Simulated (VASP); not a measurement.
# KCl (Sylvite) (Fm-3m) in VASP: further runs, part 2 of 2

VASP 6.6.1. Earlier steps stand in the parts before.

**5. Single point, PBE**

This run uses another cell than the first one, of 31.15 Å³/atom, 1.042 times its volume.

Input file INCAR:

```
SYSTEM = KCl
PREC     = Accurate       ! precision mode
ENCUT    = 520            ! plane-wave cutoff, eV
EDIFF    = 1E-7           ! SCF threshold, eV
ISMEAR   = 0              ! smearing method
SIGMA    = 0.02           ! smearing width, eV
LREAL    = .False.        ! projectors in reciprocal space
LASPH    = .True.         ! aspherical terms in the spheres
NELM     = 100            ! most SCF steps
ALGO     = Normal         ! electronic algorithm
ISIF     = 2              ! what is computed and relaxed
LWAVE    = .False.        ! write WAVECAR
LCHARG   = .False.        ! write CHGCAR
GGA      = PE             ! functional
NBANDS   = 15             ! bands
```

Input file KPOINTS:

```
regular mesh
0
Gamma
  7 7 7
  0 0 0
```

Input file POSCAR:

```
KCl
1.0
    0.0000000000      3.1464700000      3.1464700000
    3.1464700000      0.0000000000      3.1464700000
    3.1464700000      3.1464700000      0.0000000000
K Cl
1 1
Direct
    0.0000000000      0.0000000000      0.0000000000
    0.5000000000      0.5000000000      0.5000000000
```

Potentials or basis: VASP PAW PBE potentials, release 64 (K_sv, Cl).

Command:

```
$ cat potpaw_PBE.64/K_sv/POTCAR potpaw_PBE.64/Cl/POTCAR > POTCAR
$ mpirun -np 1 vasp_std > vasp.out
```

OUTCAR:

```text
SYSTEM = KCl
   PREC = Accurate
   ENCUT = 520
   EDIFF = 1E-7
   ISMEAR = 0
   LREAL = .False.
   LASPH = .True.
   NELM = 100
   ISIF = 2
   GGA = PE

 ion  position               nearest neighbor table
   1  0.000  0.000  0.000-   2 3.15   2 3.15   2 3.15   2 3.15   2 3.15   2 3.15
   2  0.500  0.500  0.500-   1 3.15   1 3.15   1 3.15   1 3.15   1 3.15   1 3.15

  LATTYP: Found a face centered cubic cell.
 ALAT       =     6.2929400000

  Lattice vectors:

 A1 = (   0.0000000000,   3.1464700000,   3.1464700000)
 A2 = (   3.1464700000,   0.0000000000,   3.1464700000)
 A3 = (   3.1464700000,   3.1464700000,   0.0000000000)

Analysis of symmetry for initial positions (statically):
=====================================================================
 Subroutine PRICEL returns:
 Original cell was already a primitive cell.

 Routine SETGRP: Setting up the symmetry group for a
 face centered cubic supercell.

 Subroutine GETGRP returns: Found 48 space group operations
 (whereof 48 operations were pure point group operations)
 out of a pool of 48 trial point group operations.

The static configuration has the point symmetry O_h .

Analysis of symmetry for dynamics (positions and initial velocities):
=====================================================================
 Subroutine PRICEL returns:
 Original cell was already a primitive cell.

 Routine SETGRP: Setting up the symmetry group for a
 face centered cubic supercell.

 Subroutine GETGRP returns: Found 48 space group operations
 (whereof 48 operations were pure point group operations)
 out of a pool of 48 trial point group operations.

The dynamic configuration has the point symmetry O_h .

 Subroutine INISYM returns: Found 48 space group operations
 (whereof 48 operations are pure point group operations),
 and found     1 'primitive' translations

----------------------------------------------------------------------------------------

                                     Primitive cell

  volume of cell :      62.3018

  direct lattice vectors                    reciprocal lattice vectors
     0.000000000  3.146470000  3.146470000    -0.158908237  0.158908237  0.158908237
     3.146470000  0.000000000  3.146470000     0.158908237 -0.158908237  0.158908237
     3.146470000  3.146470000  0.000000000     0.158908237  0.158908237 -0.158908237

  length of vectors
     4.449780548  4.449780548  4.449780548     0.275237140  0.275237140  0.275237140

  position of ions in fractional coordinates (direct lattice)
[... 8 lines left out ...]
----------------------------------------------------------------------------------------

 KPOINTS: regular mesh

Automatic generation of k-mesh.
 Grid dimensions read from file:
 generate k-points for:    7    7    7

 Generating k-lattice:

  Cartesian coordinates                     Fractional coordinates (reciprocal lattice)
    -0.022701177  0.022701177  0.022701177     0.142857143  0.000000000  0.000000000
     0.022701177 -0.022701177  0.022701177     0.000000000  0.142857143  0.000000000
     0.022701177  0.022701177 -0.022701177     0.000000000  0.000000000  0.142857143

  Length of vectors
     0.039319591  0.039319591  0.039319591

  Shift w.r.t. Gamma in fractional coordinates (k-lattice)
     0.000000000  0.000000000  0.000000000

 Subroutine IBZKPT returns following result:
 ===========================================

 Found     20 irreducible k-points:

 Following reciprocal coordinates:
            Coordinates               Weight
  0.000000  0.000000  0.000000      1.000000
  0.142857  0.000000  0.000000      8.000000
  0.285714  0.000000  0.000000      8.000000
  0.428571  0.000000  0.000000      8.000000
  0.142857  0.142857  0.000000      6.000000
  0.285714  0.142857  0.000000     24.000000
[... 12 lines left out ...]
 -0.428571  0.428571  0.142857     24.000000
 -0.285714  0.428571  0.142857     24.000000
   k-points           NKPTS =     20   k-points in BZ     NKDIM =     20   number of bands    NBANDS=     15
   number of dos      NEDOS =    301   number of ions     NIONS =      2
   total plane-waves  NPLWV =  46656
   dimension x,y,z NGX =    36 NGY =   36 NGZ =   36
   dimension x,y,z NGXF=    72 NGYF=   72 NGZF=   72
   ions per type =               1   1
   NGX,Y,Z   is equivalent  to a cutoff of  13.45, 13.45, 13.45 a.u.
   NGXF,Y,Z  is equivalent  to a cutoff of  26.90, 26.90, 26.90 a.u.
 SYSTEM =  KCl
   PREC   = accura    normal or accurate (medium, high low for compatibility)
   ISTART =      0    job   : 0-new  1-cont  2-samecut
   ICHARG =      2    charge: 1-file 2-atom 10-const
   ISPIN  =      1    spin polarized calculation?
   LNONCOLLINEAR =      F non collinear calculations
   LSORBIT =      F    spin-orbit coupling
   LASPH  =      T    aspherical Exc in radial PAW
   ENCUT  =  520.0 eV  38.22 Ry    6.18 a.u.   8.27  8.27  8.27*2*pi/ulx,y,z
   NELM   =    100;   NELMIN=  2; NELMDL= -5     # of ELM steps
   EDIFF  = 0.1E-06   stopping-criterion for ELM
   LREAL  =      F    real-space projection
   EDIFFG = 0.1E-05   stopping-criterion for IOM
   NSW    =      0    number of steps for IOM
   IBRION =     -1    ionic relax: 0-MD 1-quasi-New 2-CG
   NFREE  =      0    steps in history (QN), initial steepest desc. (CG)
   ISIF   =      2    stress and relaxation
   ISYM   =      2    0-nonsym 1-usesym 2-fastsym
   POTIM  = 0.5000    time-step for ionic-motion
   TEBEG  =    0.0;   TEEND  =   0.0 temperature during run
   PSTRESS=    0.0 pullay stress
   NELECT =      16.0000    total number of electrons
   NUPDOWN=      -1.0000    fix difference up-down
   EMIN   =  10.00;   EMAX   =-10.00  energy-range for DOS
   EFERMI =   0.00;   METHOD = LEGACY
   ISMEAR =     0;   SIGMA  =   0.02  broadening in eV -4-tet -1-fermi 0-gaus
   EFERMI_NEDOS =   21; number of points for ismear=-14 and -15
   IALGO  =     38    algorithm
   IMIX   =      4    mixing-type and parameters
     AMIX     =   0.40;   BMIX     =  1.00
     AMIX_MAG =   1.60;   BMIX_MAG =  1.00
  volume/ion in A,a.u.               =      31.15       210.22
  Fermi-wavevector in a.u.,A,eV,Ry     =   1.040594  1.966437 14.732871  1.082835
  Thomas-Fermi vector in A             =   2.175177
   LORBIT       =      0    0 simple, 1 ext, 2 COOP (PROOUT), +10 PAW based schemes
   GGA     = PE    functional components
   LHFCALC =     F    Hartree Fock is set to
   AEXX    =    0.0000 exact exchange contribution
   IVDW    =     0    specifies the selected vdW correction
   LEPSILON=     F    determine dielectric tensor
   LRPA    =     F    only Hartree local field effects (RPA)
 non-spin polarized calculation
 Gauss-broadening in eV      SIGMA  =   0.02
  energy-cutoff  :      520.00
  volume of cell :       62.30
 maximum number of plane-waves:      1693
 NGX is ok and might be reduce to    36
   NGX = 17   NGY = 17   NGZ = 17

 number of electron      16.0000001 magnetization

 Free energy of the ion-electron system (eV)
  ---------------------------------------------------
  ext. energy  EPLUGINS =         0.00000000
  ---------------------------------------------------
  free energy    TOTEN  =        -6.80389935 eV

  energy without entropy =       -6.80389935  energy(sigma->0) =       -6.80389935

 E-fermi :  -1.6676     XC(G=0):  -7.5390

 val. band max:       -1.8420442011   @ k =   0.0000   0.0000   0.0000
 cond. band min:       3.3449215874   @ k =   0.0000   0.0000   0.0000
 fundamental gap:      5.1869657886
 Fermi energy:        -1.6676091530

 k-point     1 :       0.0000    0.0000    0.0000
  band No.  band energies     occupation
      1     -29.0400      2.00000
      2     -13.9597      2.00000
      3     -12.5008      2.00000
      4     -12.5008      2.00000
      5     -12.5008      2.00000
      6      -1.8420      2.00000
      7      -1.8420      2.00000
      8      -1.8420      2.00000
      9       3.3449      0.00000
     10       6.5386      0.00000
     11       6.5386      0.00000
     12       6.5386      0.00000
     13       7.4152      0.00000
     14       7.4152      0.00000
[... 329 lines left out ...]
      2     -13.9714      2.00000
      3     -12.6053      2.00000
      4     -12.5694      2.00000
      5     -12.4100      2.00000
      6      -2.4227      2.00000
      7      -2.3472      2.00000
      8      -2.2055      2.00000
      9       5.8862      0.00000
     10       6.5881      0.00000
     11       7.6872      0.00000
     12       8.0799      0.00000
     13       9.5430      0.00000
     14       9.6361      0.00000
     15      10.4837      0.00000

------------------------ aborting loop because EDIFF is reached ----------------------------------------

  FORCE on cell =-STRESS in cart. coord.  units (eV):
  Direction    XX          YY          ZZ          XY          YZ          ZX
  --------------------------------------------------------------------------------------
  -------------------------------------------------------------------------------------
  Total        0.3023677      0.3023677      0.3023677      0.0000000      0.0000000      0.0000000
  in kB        7.7758020      7.7758020      7.7758020      0.0000000      0.0000000      0.0000000
  external PRESSURE =       7.7758020 kB  Pullay stress =       0.0000000 kB

 VOLUME and BASIS-vectors are now :
 -----------------------------------------------------------------------------
  energy-cutoff  :      520.00
  volume of cell :       62.30
      direct lattice vectors                 reciprocal lattice vectors
     0.000000000  3.146470000  3.146470000    -0.158908237  0.158908237  0.158908237
     3.146470000  0.000000000  3.146470000     0.158908237 -0.158908237  0.158908237
     3.146470000  3.146470000  0.000000000     0.158908237  0.158908237 -0.158908237

 POSITION                                       TOTAL-FORCE (eV/Angst)
 -----------------------------------------------------------------------------------
      0.00000      0.00000      0.00000        -0.000000      0.000000     -0.000000
      3.14647      3.14647      3.14647         0.000000     -0.000000      0.000000
 -----------------------------------------------------------------------------------
    total drift:                                0.000000      0.000000      0.000000

  FREE ENERGIE OF THE ION-ELECTRON SYSTEM (eV)
  ---------------------------------------------------
  free  energy   TOTEN  =        -6.8038993522 eV

  energy  without entropy=       -6.8038993522  energy(sigma->0) =       -6.80389935
```

Wall time 18 s (1 thread of Intel Xeon Platinum 8488C (Sapphire Rapids), shared host); peak memory 0.2 GiB.

What came out:

```
Free energy            : -6.8039 eV
Pressure               : 0.8 GPa
Band gap on the k mesh : 5.19 eV, direct
```

Levels at points of the mesh, in eV from the valence-band top:
| k point | band 6 | band 7 | band 8 | band 9 | band 10 | band 11 |
| --- | --- | --- | --- | --- | --- | --- |
| (0.00, 0.00, 0.00) | 0.00 | 0.00 | 0.00 | 5.19 | 8.38 | 8.38 |

**6. Overview**

| level | potentials or basis | cell | smearing | gap on the mesh (eV) | pressure (GPa) |
| --- | --- | --- | --- | --- | --- |
| LDA | VASP PAW LDA potentials, release 64 (K_sv, Cl) | a = 4.390 Å, angles 60.0°, 2 atoms | fermi-dirac 0.05 eV | 4.88 | -1.3 |
| LDA | VASP PAW LDA potentials, release 64 (K_sv, Cl) | a = 4.420 Å, angles 60.0°, 2 atoms | fermi-dirac 0.05 eV | 4.81 | -1.6 |
| LDA | VASP PAW LDA potentials, release 64 (K_sv, Cl) | a = 4.508 Å, angles 60.0°, 2 atoms | fermi-dirac 0.05 eV | 4.62 | -2.4 |
| PBE | VASP PAW PBE potentials, release 64 (K_sv, Cl) | a = 4.450 Å, angles 60.0°, 2 atoms | gaussian 0.02 eV | 5.19 | 0.8 |

Alike in all rows: task single point; no spin polarisation; k mesh 7 × 7 × 7; cutoff (eV) 520.

Total energies depend on the potentials used, so only differences within one code and one set of settings carry meaning.

**7. Comparison with measurements**

Step 5. A measured gap of KCl is 8.68 eV (a printed reference work, monograph); the calculated 5.19 eV misses it by -3.49 eV. The value is that of PBE on a finite k mesh, which can miss the band edges, without temperature or zero-point motion. Semilocal functionals fall short of measured gaps as a rule.
